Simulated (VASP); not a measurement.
# Pd (P6_3/mmc) in VASP: a series of runs

The runs below take Pd through single point, with PBE.

All numbers are computed with VASP 6.6.1; they aren't measurements. Logs are shortened: lines on timing, memory, paths and dates and some standing lists are left out, and cuts for length are marked.

## 1. Starting point

The structure is hexagonal, space group P6_3/mmc (No. 194). Conventional cell: a = 2.777 Å, b = 2.777 Å, c = 4.621 Å, α = 90.00°, β = 90.00°, γ = 120.00°. Pd (site symmetry -6m2) is surrounded by 12 Pd at 2.78 to 2.81 Å.

This isn't the form of Pd at room conditions, which is fcc.

## 2. Single point, PBE, collinear spin, typed start

File INCAR:

```
SYSTEM = Pd
PREC = Accurate
ENCUT = 520
EDIFF = 1E-7
ISMEAR = 0
SIGMA = 0.1
LREAL = .FALSE.
LASPH = .TRUE.
NELM = 150
ALGO = Normal
ISIF = 2
LWAVE = .FALSE.
LCHARG = .FALSE.
ISPIN = 2
MAGMOM = 0.52 0.52
LORBIT = 11
LMAXMIX = 4
GGA = PE
NBANDS = 21
```

File KPOINTS:

```
regular mesh
0
G
  18 18 10
  0 0 0
```

File POSCAR:

```
Pd
1.0
    2.7766833193      0.0000000000      0.0000000000
   -1.3883416596      2.4046782928      0.0000000000
    0.0000000000      0.0000000000      4.6208660009
Pd
2
Direct
    0.6666666667      0.3333333333      0.7500000000
    0.3333333333      0.6666666667      0.2500000000
```

Potentials or basis: VASP PAW PBE potentials, release 64 (Pd).

Run with:

```bash
> cat potpaw_PBE.64/Pd/POTCAR > POTCAR
> mpirun -np 1 vasp_std > vasp.out
```

OUTCAR:

```text
SYSTEM = Pd
   PREC = Accurate
   ENCUT = 520
   EDIFF = 1E-7
   ISMEAR = 0
   LREAL = .FALSE.
   LASPH = .TRUE.
   NELM = 150
   ISIF = 2
   ISPIN = 2
   LORBIT = 11
   GGA = PE

 ion  position               nearest neighbor table
   1  0.667  0.333  0.750-   2 2.81   2 2.81   2 2.81   2 2.81   2 2.81   2 2.81
   2  0.333  0.667  0.250-   1 2.81   1 2.81   1 2.81   1 2.81   1 2.81   1 2.81

  LATTYP: Found a hexagonal cell.
 ALAT       =     2.7766833193
 C/A-ratio  =     1.6641674507

  Lattice vectors:

 A1 = (   2.7766833193,   0.0000000000,   0.0000000000)
 A2 = (  -1.3883416596,   2.4046782928,   0.0000000000)
 A3 = (   0.0000000000,   0.0000000000,   4.6208660009)

Analysis of symmetry for initial positions (statically):
=====================================================================
 Subroutine PRICEL returns:
 Original cell was already a primitive cell.

 Routine SETGRP: Setting up the symmetry group for a
 hexagonal supercell.

 Subroutine GETGRP returns: Found 24 space group operations
 (whereof 12 operations were pure point group operations)
 out of a pool of 24 trial point group operations.

The static configuration has the point symmetry D_3d.
 The point group associated with its full space group is D_6h.

Analysis of symmetry for dynamics (positions and initial velocities):
=====================================================================
 Subroutine PRICEL returns:
 Original cell was already a primitive cell.

 Routine SETGRP: Setting up the symmetry group for a
 hexagonal supercell.

 Subroutine GETGRP returns: Found 24 space group operations
 (whereof 12 operations were pure point group operations)
 out of a pool of 24 trial point group operations.

The dynamic configuration has the point symmetry D_3d.
 The point group associated with its full space group is D_6h.

Analysis of structural, dynamic, and magnetic symmetry:
=====================================================================
 Subroutine PRICEL returns:
 Original cell was already a primitive cell.

 Routine SETGRP: Setting up the symmetry group for a
 hexagonal supercell.

 Subroutine GETGRP returns: Found 24 space group operations
 (whereof 12 operations were pure point group operations)
 out of a pool of 24 trial point group operations.

The overall configuration has the point symmetry D_3d.
 The point group associated with its full space group is D_6h.

 Subroutine INISYM returns: Found 24 space group operations
 (whereof 12 operations are pure point group operations),
 and found     1 'primitive' translations
[... 118 lines left out ...]
  Thomas-Fermi vector in A             =   2.538118
   LORBIT       =     11    0 simple, 1 ext, 2 COOP (PROOUT), +10 PAW based schemes
   GGA     = PE    functional components
   LHFCALC =     F    Hartree Fock is set to
   AEXX    =    0.0000 exact exchange contribution
   IVDW    =     0    specifies the selected vdW correction
   LEPSILON=     F    determine dielectric tensor
   LRPA    =     F    only Hartree local field effects (RPA)
 spin polarized calculation
 Gauss-broadening in eV      SIGMA  =   0.10
  energy-cutoff  :      520.00
  volume of cell :       30.85
 maximum number of plane-waves:       847
 NGX is ok and might be reduce to    24
   NGX = 11   NGY = 11   NGZ = 17

 number of electron      20.0000006 magnetization       0.7253797

 Free energy of the ion-electron system (eV)
  ---------------------------------------------------
  ext. energy  EPLUGINS =         0.00000000
  ---------------------------------------------------
  free energy    TOTEN  =       -10.38848651 eV

  energy without entropy =      -10.36892243  energy(sigma->0) =      -10.37870447

 E-fermi :   9.0781     XC(G=0): -12.9036

 val. band max:        9.0776646089   @ k =   0.3333   0.1111   0.1000
 cond. band min:       9.0803643367   @ k =   0.3333   0.0000   0.2000
 fundamental gap:      0.0026997278
 Fermi energy:         9.0780603825

 spin component 1

 k-point     1 :       0.0000    0.0000    0.0000
  band No.  band energies     occupation
      1       2.2377      1.00000
      2       3.9881      1.00000
      3       6.1663      1.00000
      4       6.3698      1.00000
      5       6.3698      1.00000
      6       6.6956      1.00000
[... 565 lines left out ...]
     20      31.9420      0.00000
     21      35.0689      0.00000

 [... further k-points ...]

 spin component 2

 k-point     1 :       0.0000    0.0000    0.0000
  band No.  band energies     occupation
      1       2.2555      1.00000
      2       4.1739      1.00000
      3       6.4518      1.00000
      4       6.6375      1.00000
      5       6.6375      1.00000
      6       6.9713      1.00000
[... 565 lines left out ...]
     20      32.0055      0.00000
     21      35.0916      0.00000

 [... further k-points ...]

------------------------ aborting loop because EDIFF is reached ----------------------------------------

  FORCE on cell =-STRESS in cart. coord.  units (eV):
  Direction    XX          YY          ZZ          XY          YZ          ZX
  --------------------------------------------------------------------------------------
  -------------------------------------------------------------------------------------
  Total       -0.0553159     -0.0553159     -0.0533047     -0.0000000      0.0000000      0.0000000
  in kB       -2.8724597     -2.8724597     -2.7680202     -0.0000000      0.0000000      0.0000000
  external PRESSURE =      -2.8376466 kB  Pullay stress =       0.0000000 kB

 VOLUME and BASIS-vectors are now :
 -----------------------------------------------------------------------------
  energy-cutoff  :      520.00
  volume of cell :       30.85
      direct lattice vectors                 reciprocal lattice vectors
     2.776683319  0.000000000  0.000000000     0.360141898  0.207928022  0.000000000
    -1.388341660  2.404678293  0.000000000     0.000000000  0.415856043  0.000000000
     0.000000000  0.000000000  4.620866001     0.000000000  0.000000000  0.216409651

 POSITION                                       TOTAL-FORCE (eV/Angst)
 -----------------------------------------------------------------------------------
      1.38834      0.80156      3.46565        -0.000000      0.000000      0.000000
     -0.00000      1.60312      1.15522         0.000000     -0.000000      0.000000
 -----------------------------------------------------------------------------------
    total drift:                                0.000000     -0.000000      0.000000

  FREE ENERGIE OF THE ION-ELECTRON SYSTEM (eV)
  ---------------------------------------------------
  free  energy   TOTEN  =       -10.3884865082 eV

  energy  without entropy=      -10.3689224311  energy(sigma->0) =      -10.37870447

 total charge

# of ion       s       p       d       tot
------------------------------------------
    1        0.465   0.431   8.458   9.354
    2        0.465   0.431   8.458   9.354
--------------------------------------------------
tot          0.930   0.861  16.917  18.708

 magnetization (x)

# of ion       s       p       d       tot
------------------------------------------
    1       -0.002  -0.008   0.375   0.364
    2       -0.002  -0.008   0.375   0.364
--------------------------------------------------
tot         -0.005  -0.017   0.750   0.728
```

OSZICAR:

```text
N       E                     dE             d eps       ncg     rms          rms(c)
DAV:   1     0.114924730431E+03    0.11492E+03   -0.97980E+03 18656   0.910E+02
DAV:   2    -0.813703689713E+01   -0.12306E+03   -0.11454E+03 20878   0.227E+02
DAV:   3    -0.108696954851E+02   -0.27327E+01   -0.27053E+01 21965   0.357E+01
DAV:   4    -0.108881238004E+02   -0.18428E-01   -0.18425E-01 22113   0.295E+00
DAV:   5    -0.108884121258E+02   -0.28833E-03   -0.28832E-03 22887   0.393E-01    0.986E+00
DAV:   6    -0.104104616584E+02    0.47795E+00   -0.85218E-01 22808   0.882E+00    0.487E+00
DAV:   7    -0.103940237669E+02    0.16438E-01   -0.98543E-03 23030   0.782E-01    0.251E+00
DAV:   8    -0.103884681445E+02    0.55556E-02   -0.12874E-03 22698   0.217E-01    0.732E-01
DAV:   9    -0.103884765501E+02   -0.84056E-05   -0.57086E-05 24775   0.453E-02    0.366E-02
DAV:  10    -0.103884826017E+02   -0.60516E-05   -0.97544E-06 22595   0.223E-02    0.136E-02
DAV:  11    -0.103884862505E+02   -0.36488E-05   -0.33240E-06 21921   0.122E-02    0.505E-03
DAV:  12    -0.103884867807E+02   -0.53020E-06   -0.55455E-07 22641   0.527E-03    0.252E-03
DAV:  13    -0.103884865610E+02    0.21971E-06   -0.18560E-08 14354   0.117E-03    0.581E-04
DAV:  14    -0.103884865082E+02    0.52795E-07   -0.67844E-09 12559   0.576E-04
   1 F= -.10388487E+02 E0= -.10378704E+02  d E =-.195641E-01  mag=     0.7254
```

stdout:

```text
POSCAR found type information on POSCAR Pd
 POSCAR found :  1 types and       2 ions
 scaLAPACK will be used
 LDA part: xc-table for (Slater+PW92), standard interpolation
 POSCAR, INCAR and KPOINTS ok, starting setup
 FFT: planning ... GRIDC
 FFT: planning ... GRID_SOFT
 FFT: planning ... GRID
 WAVECAR not read
 entering main loop
```

It took 6.1 min on 1 thread of AMD EPYC 7R13 (Zen 3), shared host; peak memory 0.29 GiB.

Results:

* Free energy: -10.3885 eV
* Pressure: -0.3 GPa
* Band gap on the k mesh: none (metal or under the smearing width)
* Net moment: 0.73 μB per cell
* Site moments: Pd +0.36 μB
* Valence electrons inside the program's atomic spheres: Pd 9.35

(Continued in part 2 of 2.)
